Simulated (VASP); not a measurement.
# Hf (P-1) in VASP: settings compared

The runs below take Hf through core levels, phonons, with rev-vdW-DF2, BLYP+D3(BJ).

Everything below comes from runs of VASP 6.6.1. Logs are shortened: lines on timing, memory, paths and dates and some standing lists are left out, and cuts for length are marked.

## 1. The crystal as given

The typed cell holds 2 atoms: a = 3.165 Å, b = 3.133 Å, c = 4.378 Å, α = 89.52°, β = 89.83°, γ = 89.89°.

This isn't the form of Hf at room conditions, which is hcp.

## 2. Core levels, rev-vdW-DF2, spin-orbit coupling, no magnetisation

The input, INCAR:

```
PREC = Accurate
ENCUT = 520
EDIFF = 1E-7
ISMEAR = 1
SIGMA = 0.1
LREAL = F
LASPH = T
NELM = 100
ALGO = Fast
ISIF = 2
LWAVE = F
LCHARG = F
LNONCOLLINEAR = T
MAGMOM = 0 0 0 0 0 0
LORBIT = 11
LSORBIT = T
GGA_COMPAT = F
LMAXMIX = 4
GGA = MK
LUSE_VDW = T
AGGAC = 0.0
PARAM1 = 0.1234
PARAM2 = 0.711357
ZAB_VDW = -1.8867
ICORELEVEL = 1
```

The input, KPOINTS:

```
Automatic mesh
0
Gamma
  6 7 5
```

The input, POSCAR:

```
Hf
1.0
    0.0047565400     -2.2356324700     -2.2398724100
    0.0129471300      2.2133219800     -2.2175619100
    4.3782205400      0.0081905900     -0.0177036700
Hf
2
Direct
    0.5065147500      0.5005375100      0.5034263700
    0.9934852500      0.9994624900      0.9965736300
```

Potentials or basis: VASP PAW PBE potentials, release 64 (Hf_pv).

Started as:

```console
> cat potpaw_PBE.64/Hf_pv/POTCAR > POTCAR
> mpirun -np 1 vasp_ncl > vasp.out
```

OUTCAR:

```text
PREC = Accurate
   ENCUT = 520
   EDIFF = 1E-7
   ISMEAR = 1
   LREAL = F
   LASPH = T
   NELM = 100
   ISIF = 2
   LNONCOLLINEAR = T
   LORBIT = 11
   LSORBIT = T
   GGA = MK

 ion  position               nearest neighbor table
   1  0.507  0.501  0.503-   2 3.08   2 3.09   2 3.11   2 3.11   2 3.13   2 3.13   2 3.16   2 3.18

   2  0.993  0.999  0.997-   1 3.08   1 3.09   1 3.11   1 3.11   1 3.13   1 3.13   1 3.16   1 3.18

  LATTYP: Found a triclinic cell.
 ALAT       =     4.4490179301
 B/A-ratio  =     0.7113176198
 C/A-ratio  =     1.7114786474
 COS(alpha) =     0.0001777115
 COS(beta)  =     0.5763062309
 COS(gamma) =     0.7099722144

  Lattice vectors:

 A1 = (  -0.0081905900,  -4.4489544500,  -0.0223105000)
 A2 = (   0.0047565400,  -2.2356324700,  -2.2398724100)
 A3 = (   4.3523262800,  -4.4184533700,   4.4174201500)

Analysis of symmetry for initial positions (statically):
=====================================================================
 Subroutine PRICEL returns:
 Original cell was already a primitive cell.

 Routine SETGRP: Setting up the symmetry group for a
 triclinic supercell.

 Subroutine GETGRP returns: Found  2 space group operations
 (whereof  1 operations were pure point group operations)
 out of a pool of  2 trial point group operations.

The static configuration has the point symmetry C_1 .
 The point group associated with its full space group is S_2 .

Analysis of symmetry for dynamics (positions and initial velocities):
=====================================================================
 Subroutine PRICEL returns:
 Original cell was already a primitive cell.

 Routine SETGRP: Setting up the symmetry group for a
 triclinic supercell.

 Subroutine GETGRP returns: Found  2 space group operations
 (whereof  1 operations were pure point group operations)
 out of a pool of  2 trial point group operations.

The dynamic configuration has the point symmetry C_1 .
 The point group associated with its full space group is S_2 .

Analysis of structural, dynamic, and magnetic symmetry:
=====================================================================
 Subroutine PRICEL returns:
[... 474 lines left out ...]
  Total        0.4476916     -0.0738274     -0.0756242     -0.0741108     -0.2526876      0.1589732
  in kB       16.5233605     -2.7248149     -2.7911313     -2.7352763     -9.3261727      5.8673695
  external PRESSURE =       3.6691381 kB  Pullay stress =       0.0000000 kB

 VOLUME and BASIS-vectors are now :
 -----------------------------------------------------------------------------
  energy-cutoff  :      520.00
  volume of cell :       43.41
      direct lattice vectors                 reciprocal lattice vectors
     0.004756540 -2.235632470 -2.239872410    -0.000484237 -0.223651589 -0.223226799
     0.012947130  2.213321980 -2.217561910    -0.001334361  0.225905102 -0.225480311
     4.378220540  0.008190590 -0.017703670     0.228407768 -0.000425062  0.000909299

 POSITION                                       TOTAL-FORCE (eV/Angst)
 -----------------------------------------------------------------------------------
      2.21300     -0.02041     -2.25341        -0.163544      0.078344      0.087724
      4.38088     -0.00077     -4.45929         0.163544     -0.078344     -0.087724
 -----------------------------------------------------------------------------------
    total drift:                                0.000000     -0.000000     -0.000000

  FREE ENERGIE OF THE ION-ELECTRON SYSTEM (eV)
  ---------------------------------------------------
  free  energy   TOTEN  =       -16.8588837363 eV

  energy  without entropy=      -16.8597216047  energy(sigma->0) =      -16.85916303

Total vdW correction in eV:      2.4599923

 Spin-Orbit-Coupling matrix elements

 Ion:    1  E_soc:     -1.3681219
 l=   1
     0.0000000    -0.2203960    -0.2198820
    -0.2203960     0.0000000    -0.2198849
    -0.2198820    -0.2198849     0.0000000
 l=   2
     0.0000000    -0.0017372     0.0000000    -0.0016018    -0.0061913
    -0.0017372     0.0000000    -0.0048097    -0.0017440    -0.0016032
     0.0000000    -0.0048097     0.0000000    -0.0046711     0.0000000
    -0.0016018    -0.0017440    -0.0046711     0.0000000    -0.0015396
    -0.0061913    -0.0016032     0.0000000    -0.0015396     0.0000000
 l=   3
     0.0000000     0.0000000     0.0000000     0.0000000     0.0000000     0.0000000     0.0000000
     0.0000000     0.0000000     0.0000000     0.0000000     0.0000000     0.0000000     0.0000000
     0.0000000     0.0000000     0.0000000     0.0000000     0.0000000     0.0000000     0.0000000
     0.0000000     0.0000000     0.0000000     0.0000000     0.0000000     0.0000000     0.0000000
     0.0000000     0.0000000     0.0000000     0.0000000     0.0000000     0.0000000     0.0000000
     0.0000000     0.0000000     0.0000000     0.0000000     0.0000000     0.0000000     0.0000000
     0.0000000     0.0000000     0.0000000     0.0000000     0.0000000     0.0000000     0.0000000

 Ion:    2  E_soc:     -1.3681219
 l=   1
     0.0000000    -0.2203960    -0.2198820
    -0.2203960     0.0000000    -0.2198849
    -0.2198820    -0.2198849     0.0000000
 l=   2
     0.0000000    -0.0017372     0.0000000    -0.0016018    -0.0061913
    -0.0017372     0.0000000    -0.0048097    -0.0017440    -0.0016032
     0.0000000    -0.0048097     0.0000000    -0.0046711     0.0000000
    -0.0016018    -0.0017440    -0.0046711     0.0000000    -0.0015396
    -0.0061913    -0.0016032     0.0000000    -0.0015396     0.0000000
 l=   3
     0.0000000     0.0000000     0.0000000     0.0000000     0.0000000     0.0000000     0.0000000
     0.0000000     0.0000000     0.0000000     0.0000000     0.0000000     0.0000000     0.0000000
     0.0000000     0.0000000     0.0000000     0.0000000     0.0000000     0.0000000     0.0000000
     0.0000000     0.0000000     0.0000000     0.0000000     0.0000000     0.0000000     0.0000000
     0.0000000     0.0000000     0.0000000     0.0000000     0.0000000     0.0000000     0.0000000
     0.0000000     0.0000000     0.0000000     0.0000000     0.0000000     0.0000000     0.0000000
     0.0000000     0.0000000     0.0000000     0.0000000     0.0000000     0.0000000     0.0000000

 total charge

# of ion       s       p       d       tot
------------------------------------------
    1        0.394   6.446   1.617   8.458
    2        0.394   6.446   1.617   8.458
--------------------------------------------------
tot          0.789  12.893   3.235  16.916

 magnetization (x)

# of ion       s       p       d       tot
------------------------------------------
    1       -0.000   0.000  -0.000   0.000
    2       -0.000   0.000  -0.000   0.000
--------------------------------------------------
tot         -0.000   0.000  -0.000   0.000

 magnetization (y)

# of ion       s       p       d       tot
------------------------------------------
    1       -0.000   0.000   0.000   0.000
    2       -0.000   0.000   0.000   0.000
--------------------------------------------------
tot         -0.000   0.000   0.000   0.000

 magnetization (z)

# of ion       s       p       d       tot
------------------------------------------
    1       -0.000  -0.000  -0.000  -0.000
    2       -0.000  -0.000  -0.000  -0.000
--------------------------------------------------
tot         -0.000  -0.000  -0.000  -0.000
```

OSZICAR:

```text
N       E                     dE             d eps       ncg     rms          rms(c)
DAV:   1     0.769741258985E+02    0.76974E+02   -0.11092E+04  6024   0.136E+03
DAV:   2    -0.131366059900E+02   -0.90111E+02   -0.87396E+02  7016   0.333E+02
DAV:   3    -0.174161167220E+02   -0.42795E+01   -0.40885E+01  7968   0.453E+01
DAV:   4    -0.175105836322E+02   -0.94467E-01   -0.92887E-01  7072   0.627E+00
DAV:   5    -0.175123829683E+02   -0.17993E-02   -0.17967E-02  7208   0.769E-01    0.748E+01
RMM:   6    -0.170240557690E+02    0.48833E+00   -0.42575E-01  5938   0.476E+00    0.452E+01
RMM:   7    -0.168592785206E+02    0.16478E+00   -0.50431E-01  6160   0.519E+00    0.228E+01
RMM:   8    -0.168677879119E+02   -0.85094E-02   -0.16430E-01  6489   0.298E+00    0.160E+00
RMM:   9    -0.168585167594E+02    0.92712E-02   -0.40457E-02  6164   0.146E+00    0.278E-01
RMM:  10    -0.168588011710E+02   -0.28441E-03   -0.34996E-03  8147   0.466E-01    0.358E-01
RMM:  11    -0.168588654860E+02   -0.64315E-04   -0.66391E-04  8910   0.156E-01    0.189E-01
RMM:  12    -0.168588815897E+02   -0.16104E-04   -0.69259E-05  8257   0.610E-02    0.326E-01
RMM:  13    -0.168588833138E+02   -0.17241E-05   -0.33607E-05  7442   0.495E-02    0.207E-02
RMM:  14    -0.168588840881E+02   -0.77427E-06   -0.63425E-06  8793   0.213E-02    0.274E-02
RMM:  15    -0.168588839162E+02    0.17187E-06   -0.92699E-07  7698   0.833E-03    0.330E-02
RMM:  16    -0.168588837242E+02    0.19200E-06   -0.30782E-07  6131   0.402E-03    0.324E-03
RMM:  17    -0.168588837363E+02   -0.12136E-07   -0.49923E-08  4815   0.133E-03
   1 F= -.16858884E+02 E0= -.16859163E+02  d E =0.837868E-03  mag=     0.0000     0.0000    -0.0000
```

It took 3.4 min on 1 thread of AMD EPYC 9R45 (Zen 5), shared host; peak memory 0.52 GiB.

What came out:

```
Free energy                                           : -16.8589 eV
Pressure                                              : 0.4 GPa
Largest force                                         : 0.201 eV/Å
Valence electrons inside the program's atomic spheres : Hf 8.46
```

Forces on the atoms (eV/Å):
```
Hf  -0.164  0.078  0.088
Hf   0.164 -0.078 -0.088
```

Core levels (eV, on the scale of the bands):
| atom | levels |
| --- | --- |
| 1 Hf | 1s -65250.4, 2s -11149.0, 2p -9786.3, 3s -2532.4, 3p -2125.4, 3d -1644.5, 4s -501.9, 4p -368.4, 4d -196.1, 4f -6.4, 5s -56.5 |
| 2 Hf | 1s -65250.4, 2s -11149.0, 2p -9786.3, 3s -2532.4, 3p -2125.4, 3d -1644.5, 4s -501.9, 4p -368.4, 4d -196.1, 4f -6.4, 5s -56.5 |

Caveat: the PAW data sets were made with another functional, which shifts forces and pressure a little.

## 3. Phonons, BLYP+D3(BJ)

POSCAR is that of step 2.

The input, INCAR.step1:

```
SYSTEM = Hf
PREC = Normal
ENCUT = 600
EDIFF = 1E-8
ISMEAR = 1
SIGMA = 0.1
LREAL = .FALSE.
LASPH = .TRUE.
NELM = 100
ALGO = Normal
ISIF = 3
LWAVE = .FALSE.
LCHARG = .FALSE.
GGA = B5
ALDAX = 1.0
AGGAX = 1.0
AGGAC = 1.0
ALDAC = 0.0
IVDW = 12
VDW_S6 = 1.0
VDW_S8 = 2.6996
VDW_A1 = 0.4298
VDW_A2 = 4.2359
IBRION = 2
NSW = 40
EDIFFG = -0.002
```

The input, INCAR.step2:

```
SYSTEM = Hf
PREC = Normal
ENCUT = 600
EDIFF = 1E-8
ISMEAR = 1
SIGMA = 0.1
LREAL = .FALSE.
LASPH = .TRUE.
NELM = 100
ALGO = Normal
ISIF = 2
LWAVE = .FALSE.
LCHARG = .FALSE.
GGA = B5
ALDAX = 1.0
AGGAX = 1.0
AGGAC = 1.0
ALDAC = 0.0
IVDW = 12
VDW_S6 = 1.0
VDW_S8 = 2.6996
VDW_A1 = 0.4298
VDW_A2 = 4.2359
IBRION = 6
NFREE = 2
POTIM = 0.015
NSW = 1
```

The input, KPOINTS:

```
Automatic mesh
0
G
  6 7 5
  0 0 0
```

Potentials or basis: VASP PAW PBE potentials, release 64 (Hf_pv).

Started as:

```console
> cat potpaw_PBE.64/Hf_pv/POTCAR > POTCAR
> cp INCAR.step1 INCAR
> mpirun -np 1 vasp_std > vasp.out
> cp CONTCAR POSCAR
> cp INCAR.step2 INCAR
> mpirun -np 1 vasp_std > vasp.out
```

OUTCAR:

```text
SYSTEM = Hf
   PREC = Normal
   ENCUT = 600
   EDIFF = 1E-8
   ISMEAR = 1
   LREAL = .FALSE.
   LASPH = .TRUE.
   NELM = 100
   ISIF = 2
   GGA = B5
   IVDW = 12
   IBRION = 6
   NFREE = 2
   POTIM = 0.015
   NSW = 1
 IVDW          = 12

 ion  position               nearest neighbor table
   1  0.500  0.500  0.500-   2 3.12   2 3.12   2 3.12   2 3.12   2 3.12   2 3.12   2 3.12   2 3.12

   2  1.000  1.000  0.000-   1 3.12   1 3.12   1 3.12   1 3.12   1 3.12   1 3.12   1 3.12   1 3.12

  LATTYP: Found a simple monoclinic cell.
 ALAT       =     4.3782533052
 B/A-ratio  =     1.0152039177
 C/A-ratio  =     1.5773377343
 COS(beta)  =    -0.9484408467

  Lattice vectors:

 A1 = (  -0.0000354035,   4.3782187343,  -0.0173988014)
 A2 = (   4.4448199080,  -0.0000124637,   0.0000480962)
 A3 = (  -0.0000618399,  -6.5585641588,  -2.1628345361)
[... 848 lines left out ...]

 Edisp (eV)   -2.36948

 E8    (eV) :    -1.9062
[... 25 lines left out ...]
  FREE ENERGIE OF THE ION-ELECTRON SYSTEM (eV)
  ---------------------------------------------------
  free  energy   TOTEN  =       -19.3765641167 eV

  energy  without entropy=      -19.3781794058  energy(sigma->0) =      -19.37710255

 INTERNAL STRAIN TENSORS FROM DISPLACED ATOMS
 ============================================

 INTERNAL STRAIN TENSOR FOR ION    1 for displacements in x,y,z  (eV/Angst):
          X           Y           Z          XY          YZ          ZX
  --------------------------------------------------------------------------------
  x    -0.00456    -0.00307    -0.00308    -0.00561     0.00099    -0.00602
  y    -0.02938    -0.02402     0.00274    -0.00184     0.02201     0.00002
  z    -0.02241     0.01141    -0.01703    -0.00001     0.02273    -0.00180

 INTERNAL STRAIN TENSOR FOR ION    2 for displacements in x,y,z  (eV/Angst):
          X           Y           Z          XY          YZ          ZX
  --------------------------------------------------------------------------------
  x     0.00456     0.00307     0.00308     0.00561    -0.00099     0.00602
  y     0.02938     0.02402    -0.00274     0.00184    -0.02201    -0.00002
  z     0.02241    -0.01141     0.01703     0.00001    -0.02273     0.00180

 Eigenvectors and eigenvalues of the dynamical matrix
 ----------------------------------------------------

   1 f  =    3.880105 THz    24.379418 2PiTHz  129.426365 cm-1    16.046817 meV
             X         Y         Z           dx          dy          dz
      2.222220  0.008502 -2.189181    -0.707107   -0.000037    0.000244
     -0.000155  0.017783 -4.377593     0.707107    0.000037   -0.000244
[... 16 lines left out ...]
   5 f  =    0.000000 THz     0.000000 2PiTHz    0.000000 cm-1     0.000000 meV
             X         Y         Z           dx          dy          dz
      2.222220  0.008502 -2.189181     0.198172    0.678764   -0.002670
     -0.000155  0.017783 -4.377593     0.198172    0.678764   -0.002670

   6 f/i=    0.000000 THz     0.000000 2PiTHz    0.000002 cm-1     0.000000 meV
             X         Y         Z           dx          dy          dz
      2.222220  0.008502 -2.189181     0.000333   -0.002879   -0.707101
     -0.000155  0.017783 -4.377593     0.000333   -0.002879   -0.707101

 ELASTIC MODULI CONTR FROM IONIC RELAXATION (kBar)
 Direction    XX          YY          ZZ          XY          YZ          ZX
 --------------------------------------------------------------------------------
 XX          -0.0259     -0.0081     -0.0061     -0.0012      0.0219     -0.0010
 YY          -0.0081     -0.0109      0.0034     -0.0008      0.0052      0.0001
 ZZ          -0.0061      0.0034     -0.0049     -0.0001      0.0062     -0.0006
 XY          -0.0012     -0.0008     -0.0001     -0.0003      0.0008     -0.0002
 YZ           0.0219      0.0052      0.0062      0.0008     -0.0189      0.0008
 ZX          -0.0010      0.0001     -0.0006     -0.0002      0.0008     -0.0003
 --------------------------------------------------------------------------------
```

Wall time 7.6 min (1 thread of AMD EPYC 9R45 (Zen 5), shared host); peak memory 0.2 GiB.

What came out:

| Item | Value |
| --- | --- |
| Relaxed volume | 21.30 Å³/atom |
| Relaxed cell | a = 3.083 Å, b = 3.108 Å, c = 4.445 Å, α = 90.00°, β = 90.00°, γ = 90.00° |
| Space group after relaxing (to 0.05 Å) | I4/mmm (No. 139) |
| Highest phonon frequency at Γ | 129 cm⁻¹ |
| Dispersion energy per atom | -1.185 eV |

The path:
```csv
step,energy change (eV),largest force (eV/Å),pressure (GPa),volume (Å³)
1,0.0000,0.1904,-1.95,43.41
2,-0.0072,0.1237,2.36,41.77
3,-0.0103,0.1496,0.77,42.34
4,-0.0162,0.0623,0.30,42.50
5,-0.0173,0.0398,-0.03,42.62
6,-0.0173,0.0389,-0.01,42.61
7,-0.0180,0.0301,-0.05,42.62
8,-0.0180,0.0270,-0.06,42.62
9,-0.0181,0.0175,0.09,42.57
10,-0.0181,0.0149,0.14,42.55
11,-0.0181,0.0108,0.07,42.57
12,-0.0182,0.0111,0.01,42.60
13,-0.0182,0.0114,0.00,42.60
14,-0.0182,0.0087,-0.01,42.60
15,-0.0182,0.0042,-0.01,42.61
16,-0.0182,0.0060,-0.03,42.61
17,-0.0182,0.0021,-0.02,42.61
18,-0.0182,0.0017,0.02,42.59
19,-0.0182,0.0017,0.01,42.60
```

Final structure:
```
Hf
1.0
    -0.00010   -2.18035   -2.18023
    -0.00013    2.19787   -2.19763
     4.44482   -0.00001    0.00005
Hf
2
Direct
  0.50012 0.50000 0.49998
  0.99988 0.00000 0.00002
```

Phonon frequencies in cm⁻¹ (negative: imaginary):
```tsv
q point	frequencies
(0.000, 0.000, 0.000)	0 0 0 78 88 129
```

Caveat: the PAW data sets were made with another functional, which shifts forces and pressure a little.
